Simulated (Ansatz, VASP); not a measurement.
# SiGe2 in two plane-wave programs, part 2 of 2

Wanted: the spread between two codes on one cell, functional and k mesh. The cell is generated by rule, not measured, and may not be a known phase. The cell is taken from a series of runs on this material, whose earlier steps may have relaxed, scaled, displaced or heated it; both programs get it as it stands.

VASP 6.6.1 and Ansatz 0.2.0.

So far. Step 2 (Ansatz: single point, r2SCAN): The run ends at a pressure of -0.38 GPa, with forces up to 0.98 eV/Å.

## 3. VASP: single point, r2SCAN (continued)

Level of this step: r2SCAN; plane waves and PAW (Si, Ge_d); invented cell (VASP).

Numbers of over 12 decimals in the logs are rounded to 6 here.

OUTCAR, selected parts (step 3):

```text
ion  position               nearest neighbor table
   1  0.000  0.510  0.500-   6 2.27   8 2.30  12 2.30  10 2.32
   2  0.000  0.990  0.000-   9 2.27   7 2.30  11 2.30   5 2.32
   3  0.500  0.240  0.750-   5 2.27   7 2.30  11 2.30   9 2.32
   4  0.500  0.760  0.250-  10 2.27   8 2.30  12 2.30   6 2.32
   5  0.233  0.135  0.883-   3 2.27   2 2.32
   6  0.267  0.615  0.367-   1 2.27   4 2.32
   7  0.750  0.144  0.875-   2 2.30   3 2.30
   8  0.750  0.606  0.375-   1 2.30   4 2.30
   9  0.267  0.619  0.867-   2 2.27   3 2.32
  10  0.233  0.131  0.383-   4 2.27   1 2.32
  11  0.750  0.144  0.375-   2 2.30   3 2.30
  12  0.750  0.606  0.875-   1 2.30   4 2.30

  LATTYP: Found a face centered cubic cell.
 ALAT       =    10.5760448696

 Subroutine GETGRP returns: Found  8 space group operations
 (whereof  2 operations were pure point group operations)

The static configuration has the point symmetry C_1h.
 The point group associated with its full space group is D_2h.

 Found     95 irreducible k-points:

   k-points           NKPTS =     95   k-points in BZ     NKDIM =     95   number of bands    NBANDS=     79

   dimension x,y,z NGX =    60 NGY =   60 NGZ =   60
   dimension x,y,z NGXF=   120 NGYF=  120 NGZF=  120

   ENCUT  =  550.0 eV  40.42 Ry    6.36 a.u.  14.30 14.30 14.30*2*pi/ulx,y,z

   NELECT =     128.0000    total number of electrons

 k-points in reciprocal lattice and weights: Automatic mesh
   0.00000000  0.00000000  0.00000000       0.002
   0.12500000  0.00000000  0.00000000       0.004
   0.12500000  0.12500000  0.12500000       0.008
   0.25000000  0.00000000  0.00000000       0.004
   0.25000000  0.25000000  0.25000000       0.008
   0.37500000  0.00000000  0.00000000       0.004
   0.37500000  0.37500000  0.37500000       0.008
   0.50000000  0.00000000  0.00000000       0.002
   0.50000000  0.50000000  0.50000000       0.004
[...]
-0.25000000  0.25000000  0.25000000       0.008
   0.25000000  0.50000000  0.50000000       0.004

 average (electrostatic) potential at core
       1 -89.1306       2 -89.1306       3 -89.1306       4 -89.1306       5 -80.4188
       6 -80.4188       7 -80.4179       8 -80.4179       9 -80.4188      10 -80.4188
      11 -80.4179      12 -80.4179

 E-fermi :   4.1640

 k-point     1 :       0.0000    0.0000    0.0000
  band No.  band energies     occupation
    ...
     58       1.2279      2.00000
     59       2.3426      2.00000
     60       3.4909      2.00002
     61       3.5311      2.00007
     62       3.6919      2.00422
     63       4.3394     -0.01431
     64       5.0606     -0.00000
     65       5.1080     -0.00000
     66       5.1338     -0.00000
     67       5.6873     -0.00000
    ...

 k-point     2 :       0.1250    0.0000    0.0000
  band No.  band energies     occupation
    ...
     58       1.4215      2.00000
     59       2.6990      2.00000
     60       2.7028      2.00000
     61       3.3800      2.00000
     62       3.6554      2.00190
     63       4.6267     -0.00512
     64       4.6957     -0.00111
     65       4.7049     -0.00089
     66       5.1544     -0.00000
     67       5.4430     -0.00000
    ...

 k-point     3 :       0.1250    0.1250    0.1250
  band No.  band energies     occupation
    ...
     58       1.3944      2.00000
     59       2.4986      2.00000
     60       3.0141      2.00000
     61       3.3384      2.00000
     62       3.5737      2.00024
     63       4.6256     -0.00523
     64       4.6984     -0.00104
     65       4.7520     -0.00026
     66       5.1671     -0.00000
     67       5.3596     -0.00000
    ...

  Total       -0.8898971     -0.3072721     -0.8898971      0.0000000      0.0000000      0.0930020
  in kB       -4.8210375     -1.6646536     -4.8210375      0.0000000      0.0000000      0.5038403
  external PRESSURE =      -3.7689095 kB  Pullay stress =       0.0000000 kB

  energy-cutoff  :      550.00
  volume of cell :      295.74
      direct lattice vectors                 reciprocal lattice vectors
     5.288022435  5.288022435  0.000000000     0.000000000  0.189106611  0.000000000
     5.288022435  0.000000000  5.288022435     0.094553305 -0.094553305  0.094553305
     5.288022435  0.000000000 -5.288022435     0.094553305 -0.094553305 -0.094553305

 POSITION                                       TOTAL-FORCE (eV/Angst)
 -----------------------------------------------------------------------------------
      5.34293      0.00000      0.05491         0.116534     -0.052861      0.116534
      5.23312      0.00000      5.23312        -0.116534     -0.052861     -0.116534
      7.87713      2.64401     -2.69892        -0.116534      0.052861     -0.116534
      7.98694      2.64401      2.69892         0.116534      0.052861      0.116534
      6.62165      1.23463     -3.95439         0.046367     -0.707988      0.046367
      6.59841      1.40938      1.31038        -0.046367      0.707988     -0.046367
      9.35303      3.96602     -3.86702         0.693005     -0.000000      0.693005
      9.15504      3.96602      1.22301        -0.693005      0.000000     -0.693005
      9.26566      1.40938     -1.31038         0.046367      0.707988      0.046367
      3.95439      1.23463     -1.33363        -0.046367     -0.707988     -0.046367
      6.70902      3.96602     -1.22301         0.693005      0.000000      0.693005
     11.79906      3.96602     -1.42100        -0.693005     -0.000000     -0.693005
 -----------------------------------------------------------------------------------
    total drift:                               -0.000000     -0.000000     -0.000000

  FREE ENERGIE OF THE ION-ELECTRON SYSTEM (eV)
  ---------------------------------------------------
  free  energy   TOTEN  =      -133.9473749805 eV

  energy  without entropy=     -133.9432843790  energy(sigma->0) =     -133.94601145

 total charge
# of ion       s       p       d       tot
------------------------------------------
    1        0.779   0.878   0.000   1.657
    2        0.779   0.878   0.000   1.657
    3        0.779   0.878   0.000   1.657
    4        0.779   0.878   0.000   1.657
    5        1.180   1.121   9.995  12.296
    6        1.180   1.121   9.995  12.296
    7        1.183   1.111   9.996  12.290
    8        1.183   1.111   9.996  12.290
    9        1.180   1.121   9.995  12.296
   10        1.180   1.121   9.995  12.296
   11        1.183   1.111   9.996  12.290
   12        1.183   1.111   9.996  12.290
--------------------------------------------------
tot         12.571  12.441  79.964 104.975

[... 3 further parts left out ...]
```

The run ends at a pressure of -0.38 GPa, with forces up to 0.98 eV/Å.

## 4. Side by side

Known differences besides the potentials themselves: VASP keeps PBE cores, Ansatz makes them for the functional; the cutoff is 500 eV in Ansatz and 550 eV in VASP. Total energies have different zeros and are not compared.

The two programs side by side:

| quantity | Ansatz | VASP | difference |
| --- | --- | --- | --- |
| pressure (GPa) | -0.38 | -0.38 | 0.00 |

Forces on 7 of the 12 atoms, those with the largest forces and the largest differences (eV/Å; atoms numbered as in POSCAR):

| atom | Ansatz x, y, z | VASP x, y, z |
| --- | --- | --- |
| Ge5 | 0.046, -0.706, 0.046 | 0.046, -0.708, 0.046 |
| Ge7 | 0.690, 0.000, 0.690 | 0.693, 0.000, 0.693 |
| Ge8 | -0.690, 0.000, -0.690 | -0.693, 0.000, -0.693 |
| Ge9 | 0.046, 0.706, 0.046 | 0.046, 0.708, 0.046 |
| Ge10 | -0.046, -0.706, -0.046 | -0.046, -0.708, -0.046 |
| Ge11 | 0.690, 0.000, 0.690 | 0.693, 0.000, 0.693 |
| Ge12 | -0.690, 0.000, -0.690 | -0.693, 0.000, -0.693 |

The forces differ by 1.6 meV/Å r.m.s., which is 0.4 % of the r.m.s. force of 0.408 eV/Å (both taken over all components).

## 5. Outcome

```yaml
r_m_s_force_difference_single_point_r2scan: 0.38 % of the r.m.s. force
```

What this shows: The r.m.s. force difference is 0.38 % of the r.m.s. force (single point, r2SCAN), within the 3 % picked in this series as the mark of a large difference. Such differences can come from data sets, numerical settings and the points named under the comparisons, not from the functional's error against experiment.

[Lines on the potential files, build, host, timing and source positions are cut from VASP's logs without a mark.]

[Logs are printed without paths, hosts, clocks, repeated set-up lines and the standing remarks that a program may print on its own settings, such as how far it seeks lower states.]

[Hosts, paths, dates, database ids (printed as entryN), source tags and the programs' standing remarks are cut or masked in the printed files.]
